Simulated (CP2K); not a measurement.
# Mo (Im-3m) in CP2K: a series of runs, part 2 of 2

CP2K 2026.2. The steps go on from the part before.

## Step 4: Single point, PBEsol, 16.21 Å³/atom (volume scaled by 1.02)

mo_eos.inp

```
&GLOBAL
  PROJECT mo_eos
  RUN_TYPE ENERGY_FORCE
  PRINT_LEVEL LOW
&END GLOBAL
&FORCE_EVAL
  METHOD QS
  STRESS_TENSOR ANALYTICAL
  &DFT
    BASIS_SET_FILE_NAME BASIS_MOLOPT_UZH
    POTENTIAL_FILE_NAME POTENTIAL_UZH
    WFN_RESTART_FILE_NAME previous-RESTART.kp
    &MGRID
      CUTOFF 450
      REL_CUTOFF 60
      NGRIDS 4
    &END MGRID
    &QS
      METHOD GPW
      EPS_DEFAULT 1.0E-10
    &END QS
    &KPOINTS
      SCHEME MONKHORST-PACK 12 12 12
      GAMMA_CENTERED T
      SYMMETRY T
      SYMMETRY_BACKEND SPGLIB
    &END KPOINTS
    &SCF
      SCF_GUESS RESTART
      EPS_SCF 1.0E-6
      MAX_SCF 100
      ADDED_MOS 11
      CHOLESKY OFF
      EPS_EIGVAL 1.0E-7
      &DIAGONALIZATION ON
        ALGORITHM STANDARD
      &END DIAGONALIZATION
      &MIXING ON
        METHOD BROYDEN_MIXING
        ALPHA 0.4
        BETA 1.5
        NBUFFER 8
      &END MIXING
      &SMEAR ON
        METHOD FERMI_DIRAC
        ELECTRONIC_TEMPERATURE [K] 580.226
      &END SMEAR
    &END SCF
    &XC
      &XC_FUNCTIONAL
        &GGA_X_PBE_SOL
        &END GGA_X_PBE_SOL
        &GGA_C_PBE_SOL
        &END GGA_C_PBE_SOL
      &END XC_FUNCTIONAL
    &END XC
    &PRINT
      &KPOINTS ON
      &END KPOINTS
      &MULLIKEN ON
      &END MULLIKEN
      &MO ON
        ENERGIES T
        OCCUPATION_NUMBERS T
        &EACH
          QS_SCF 0
        &END EACH
        ADD_LAST NUMERIC
      &END MO
    &END PRINT
  &END DFT
  &SUBSYS
    &CELL
      A 2.7614052747 0.0000000000 0.0000000000
      B -0.9204684249 2.6034778605 0.0000000000
      C -0.9204684249 -1.3017389303 2.2546779654
      PERIODIC XYZ
    &END CELL
    &COORD
      Mo  0.0000000000 0.0000000000 0.0000000000
    &END COORD
    &KIND Mo
      BASIS_SET TZVP-MOLOPT-PBE-GTH-q14
      POTENTIAL GTH-PBE-q14
    &END KIND
    &PRINT
      &ATOMIC_COORDINATES ON
      &END ATOMIC_COORDINATES
      &CELL ON
      &END CELL
      &SYMMETRY ON
      &END SYMMETRY
    &END PRINT
  &END SUBSYS
  &PRINT
    &FORCES ON
    &END FORCES
    &STRESS_TENSOR ON
    &END STRESS_TENSOR
  &END PRINT
&END FORCE_EVAL
```

Command:

```
> OMP_NUM_THREADS=2 cp2k.psmp -i mo_eos.inp -o mo_eos.out
```

Run time: 73 s. Hardware: 2 threads of Arm Neoverse V2, shared host; peak memory 0.29 GiB.

It converged, with:

* Free energy: -1843.3595 eV
* Pressure: -11.8 GPa
* Band gap on the k mesh: none (metal or under the smearing width)

Caveat: the potentials were made for another functional, which shifts forces and pressure; the basis of atomic orbitals isn't converged, which shifts pressures, moduli and gaps.

## Step 5: Single point, PBEsol, 15.26 Å³/atom (volume scaled by 0.96)

mo_eos.inp, as its differences from that of step 4:

```diff
@@ -73,5 +73,5 @@
     &CELL
-      A 2.7614052747 0.0000000000 0.0000000000
-      B -0.9204684249 2.6034778605 0.0000000000
-      C -0.9204684249 -1.3017389303 2.2546779654
+      A 2.7061622854 0.0000000000 0.0000000000
+      B -0.9020540952 2.5513942707 0.0000000000
+      C -0.9020540952 -1.2756971354 2.2095722535
       PERIODIC XYZ
```

Command:

```
> OMP_NUM_THREADS=2 cp2k.psmp -i mo_eos.inp -o mo_eos.out
```

Run time: 82 s. Hardware: 2 threads of Arm Neoverse V2, shared host; peak memory 0.3 GiB.

Results (log left out):

```yaml
Free_energy: -1843.3844 eV
Pressure: 4.3 GPa
Band_gap_on_the_k_mesh: none (metal or under the smearing width)
```

Caveat: the potentials were made for another functional, which shifts forces and pressure; the basis of atomic orbitals isn't converged, which shifts pressures, moduli and gaps.

## Step 6: Single point, PBEsol, 16.53 Å³/atom (volume scaled by 1.04)

mo_eos.inp, as its differences from that of step 5:

```diff
@@ -73,5 +73,5 @@
     &CELL
-      A 2.7061622854 0.0000000000 0.0000000000
-      B -0.9020540952 2.5513942707 0.0000000000
-      C -0.9020540952 -1.2756971354 2.2095722535
+      A 2.7793369803 0.0000000000 0.0000000000
+      B -0.9264456601 2.6203840346 0.0000000000
+      C -0.9264456601 -1.3101920173 2.2693191417
       PERIODIC XYZ
```

Potentials or basis: POTENTIAL_UZH Mo GTH-PBE-q14; TZVP-MOLOPT-PBE-GTH basis.

Command:

```
> OMP_NUM_THREADS=2 cp2k.psmp -i mo_eos.inp -o mo_eos.out
```

Wall time 72 s (2 threads of Arm Neoverse V2, shared host); peak memory 0.28 GiB.

Results (log left out):

- Free energy: -1843.3318 eV
- Pressure: -16.1 GPa
- Band gap on the k mesh: none (metal or under the smearing width)

Caveat: the potentials were made for another functional, which shifts forces and pressure; the basis of atomic orbitals isn't converged, which shifts pressures, moduli and gaps.

## Step 7: Single point, PBEsol, 14.94 Å³/atom (volume scaled by 0.94)

mo_eos.inp, as its differences from that of step 6:

```diff
@@ -73,5 +73,5 @@
     &CELL
-      A 2.7793369803 0.0000000000 0.0000000000
-      B -0.9264456601 2.6203840346 0.0000000000
-      C -0.9264456601 -1.3101920173 2.2693191417
+      A 2.6872374545 0.0000000000 0.0000000000
+      B -0.8957458182 2.5335517690 0.0000000000
+      C -0.8957458182 -1.2667758845 2.1941201938
       PERIODIC XYZ
```

Command:

```
> OMP_NUM_THREADS=2 cp2k.psmp -i mo_eos.inp -o mo_eos.out
```

Wall time 86 s (2 threads of Arm Neoverse V2, shared host); peak memory 0.3 GiB.

It converged, with:

| Quantity | Value |
| --- | --- |
| Free energy | -1843.3694 eV |
| Pressure | 10.9 GPa |
| Band gap on the k mesh | none (metal or under the smearing width) |

Caveat: the potentials were made for another functional, which shifts forces and pressure; the basis of atomic orbitals isn't converged, which shifts pressures, moduli and gaps.

## Step 8: Single point, PBEsol, 16.85 Å³/atom (volume scaled by 1.06)

mo_eos.inp, as its differences from that of step 7:

```diff
@@ -73,5 +73,5 @@
     &CELL
-      A 2.6872374545 0.0000000000 0.0000000000
-      B -0.8957458182 2.5335517690 0.0000000000
-      C -0.8957458182 -1.2667758845 2.1941201938
+      A 2.7970402409 0.0000000000 0.0000000000
+      B -0.9323467470 2.6370748288 0.0000000000
+      C -0.9323467470 -1.3185374144 2.2837737934
       PERIODIC XYZ
```

Command:

```
> OMP_NUM_THREADS=2 cp2k.psmp -i mo_eos.inp -o mo_eos.out
```

Wall time 71 s (2 threads of Arm Neoverse V2, shared host); peak memory 0.28 GiB.

The run converged. Its results:

* Free energy: -1843.2961 eV
* Pressure: -19.9 GPa
* Band gap on the k mesh: none (metal or under the smearing width)

Caveat: the potentials were made for another functional, which shifts forces and pressure; the basis of atomic orbitals isn't converged, which shifts pressures, moduli and gaps.

## Step 9: Equation of state, PBEsol

Potentials or basis: POTENTIAL_UZH Mo GTH-PBE-q14; TZVP-MOLOPT-PBE-GTH basis.

This step only gathers the single runs of the series.

Results:

| Item | Value |
| --- | --- |
| Equilibrium volume | 15.48 Å³/atom |
| Bulk modulus | 283 GPa |
| Pressure derivative of the bulk modulus | 4.3 |

Energy against volume, from the lowest point:
```
volume (Å³/atom)  energy (meV/atom)
          14.938              17.45
          15.256               2.49
          15.574               0.00
          15.892               8.68
          16.209              27.38
          16.527              55.05
          16.845              90.77
```

Caveat: the potentials were made for another functional, which shifts forces and pressure; the basis of atomic orbitals isn't converged, which shifts pressures, moduli and gaps.
